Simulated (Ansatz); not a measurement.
**Density of states of TiB₂**

Space group P6/mmm (No. 191). a = 3.029 Å, b = 3.029 Å, c = 3.228 Å, α = 90.00°, β = 90.00°, γ = 120.00°
| atom | site | symmetry | x | y | z |
| --- | --- | --- | --- | --- | --- |
| Ti | 1a | 6/mmm | 0.0000 | 0.0000 | 0.0000 |
| B | 2d | -6m2 | 0.3333 | 0.6667 | 0.5000 |

The runs use the primitive cell with vectors (3.029, 0.000, 0.000), (-1.515, 2.623, 0.000), (0.000, 0.000, 3.228) Å, to which the k mesh refers.

Symmetry: P6/mmm, No. 191, hexagonal system. The conventional cell has a = 3.029 Å, b = 3.029 Å, c = 3.228 Å, α = 90.00°, β = 90.00°, γ = 120.00°. Around Ti (site symmetry 6/mmm) lie 12 B at 2.38 Å. Around B (site symmetry -6m2) lie 3 B at 1.75 Å.

The cell is COD entry 2002799, as deposited and not checked against the literature; nothing was relaxed.

Computed with DFT, PBE, all-electron LAPW, scalar-relativistic in Ansatz 0.2.0.

The runs use a Γ-centred 15×15×13 k mesh, Fermi–Dirac smearing of 0.08 eV, basis error target 1 meV/atom, no spin polarisation.

**Question.** Which of the resolved shells contributes most within 0.3 eV of the Fermi level?

**Answer.** Ti 3d, with 83 % of all states there; B 2p follows with 15 %.

**Question.** Where is the centre of the filled Ti 3d states between -14 eV and the top of the filled states?

**Answer.** -3.40 eV from the Fermi level.

**Question.** Tabulate the density of states.

**Answer.** States per eV and cell, averaged over 0.6 eV, from -12.4 to 0.0 eV, with energies (bin centres) from the Fermi level; empty bins are left out. The partial columns, the largest 4 alone, are projections on Löwdin-orthogonalised atomic shells (those that the program's projection atoms carry: the occupied ones and, for some elements, an empty d or f shell; other empty shells have no column), summed over atoms of an element. Weights on diffuse s and p shells depend on that basis and aren't pure angular character.
```tsv
E (eV)	total	B 2p	Ti 3d	B 2s	Ti 4s
-12.2	0.31	0.06	0.01	0.16	0.06
-11.6	0.49	0.11	0.02	0.28	0.05
-11.0	0.55	0.16	0.04	0.28	0.03
-10.4	0.59	0.20	0.07	0.27	0.02
-9.8	0.74	0.26	0.12	0.33	0.01
-9.2	0.38	0.15	0.06	0.16	0.00
-8.6	0.28	0.14	0.03	0.09	0.00
-8.0	0.62	0.33	0.09	0.18	0.01
-7.4	0.59	0.34	0.08	0.14	0.01
-6.8	0.56	0.35	0.09	0.10	0.01
-6.2	0.70	0.46	0.11	0.09	0.02
-5.6	0.82	0.58	0.13	0.07	0.02
-5.0	1.06	0.75	0.20	0.06	0.02
-4.4	1.21	0.86	0.25	0.05	0.02
-3.8	1.48	1.05	0.35	0.03	0.03
-3.2	2.16	1.38	0.70	0.02	0.02
-2.6	1.21	0.65	0.54	0.01	0.00
-2.0	0.94	0.31	0.61	0.01	0.00
-1.4	0.91	0.22	0.66	0.01	0.01
-0.8	0.60	0.12	0.47	0.00	0.00
-0.2	0.23	0.03	0.20	0.00	0.00
```
